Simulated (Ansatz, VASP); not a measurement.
# Two plane-wave programs on Ir

```xyz
1
Lattice="-1.5606 1.5606 1.5606 1.5606 -1.5606 1.5606 1.5606 1.5606 -1.5606" Properties=species:S:1:pos:R:3 pbc="T T T"
Ir    0.0000    0.0000    0.0000
```

Alike in both runs: functional revPBE; k mesh 14 × 14 × 14; occupations fermi-dirac, width 0.1 eV; no spin polarisation.

Ansatz relaxed the structure, and its values are those at the end. VASP's run is a single point on that final structure, the one shown.

```csv
,VASP,Ansatz
version,VASP 6.6.1,Ansatz 0.2.0
potentials or method,"VASP PAW PBE potentials, release 64 (Ir)","plane waves (420 eV) with PAW, scalar-relativistic"
plane-wave cutoff (eV),520,420
valence electrons in the cell,9,17
```

|  | VASP | Ansatz | Ansatz less VASP |
| --- | --- | --- | --- |
| pressure (GPa) | 0.3 | 0.0 | -0.35 |

The two sets of potentials don't hold the same shells in valence.

Caveats: the PAW data sets were made with another functional, which shifts forces and pressure a little (VASP). Spin-orbit coupling is left out, which matters for the levels of Ir.
